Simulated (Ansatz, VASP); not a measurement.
Te2Mo in VASP and in Ansatz

File INCAR:

```
SYSTEM = Te2Mo
ALGO = Fast
EDIFF = 1E-6
ENCUT = 520
GGA = PE
ISIF = 2
ISMEAR = 0
LASPH = .True.
LCHARG = .True.
LELF = .True.
LREAL = .False.
LVHAR = .True.
LWAVE = .False.
NELM = 100
PREC = Accurate
SIGMA = 0.015
```

Contents of KPOINTS:

```
k-points
0
Gamma
  9 9 2
  0 0 0
```

POSCAR

```
Te2Mo
1.0
    3.5182000000      0.0000000000      0.0000000000
   -1.7591000000      3.0468505756      0.0000000000
    0.0000000000      0.0000000000     13.9736000000
Te Mo
4 2
Direct
    0.6666666667      0.3333333333      0.3790000000
    0.3333333333      0.6666666667      0.8790000000
    0.6666666667      0.3333333333      0.1210000000
    0.3333333333      0.6666666667      0.6210000000
    0.6666666667      0.3333333333      0.7500000000
    0.3333333333      0.6666666667      0.2500000000
```

input.yaml

```yaml
crystal:
  lattice:
    - [3.5182, 0.0, 0.0]
    - [-1.7591, 3.0468505756, 0.0]
    - [0.0, 0.0, 13.9736]
  atoms:
    - { symbol: Te, position: [0.6666666667, 0.3333333333, 0.379] }
    - { symbol: Te, position: [0.3333333333, 0.6666666667, 0.879] }
    - { symbol: Te, position: [0.6666666667, 0.3333333333, 0.121] }
    - { symbol: Te, position: [0.3333333333, 0.6666666667, 0.621] }
    - { symbol: Mo, position: [0.6666666667, 0.3333333333, 0.75] }
    - { symbol: Mo, position: [0.3333333333, 0.6666666667, 0.25] }
hamiltonian:
  xc: pbe
  pseudopotentials: { kind: paw }
kpoints:
  mp_grid: { grid: [9, 9, 2] }
scf:
  occupations: { method: gaussian, width: 0.015 }
output:
  forces: true
  stress: true
  eigenvalues: true
  write_density: true
  write_potential: true
  elf: true
  volumetric_format: npy
```

Alike in both runs: task single point; functional PBE; k mesh 9 × 9 × 2; occupations gaussian, width 0.015 eV; no spin polarisation.

|  | VASP | Ansatz |
| --- | --- | --- |
| version | VASP 6.6.1 | Ansatz 0.2.0 |
| potentials or method | VASP PAW PBE potentials, release 64 (Te, Mo_sv) | Ansatz PAW |
| plane-wave cutoff (eV) | 520 | 420 |
| valence electrons in the cell | 52 | 92 |

VASP gave:

```
gap on the k mesh at the Fermi level (eV)       : 0.78
least direct gap on the mesh (eV)               : 1.04
pressure (GPa)                                  : 2.9
largest component of the traceless stress (GPa) : 0.52
rms of the force components (eV/Å)              : 0.089
```

**Question.** Estimate Ansatz's values.

**Answer.** gap on the k mesh at the Fermi level (eV): 0.78; least direct gap on the mesh (eV): 1.04; pressure (GPa): 2.9; largest component of the traceless stress (GPa): 0.46; rms of the force components (eV/Å): 0.082.

Atom by atom the forces differ by 0.007 eV/Å (rms over components). The two sets of potentials don't hold the same shells in valence.

Caveats: spin-orbit coupling is left out, which moves the levels of the heavy elements; this functional lacks dispersion, which binds the layers, so the pressure and a relaxed spacing across them are unreliable; an odd mesh through Γ misses points on the zone boundary, where band edges often lie (VASP); odd divisions of the mesh miss points on the zone boundary, where band edges often lie, so the gap on the mesh can be too wide (Ansatz).
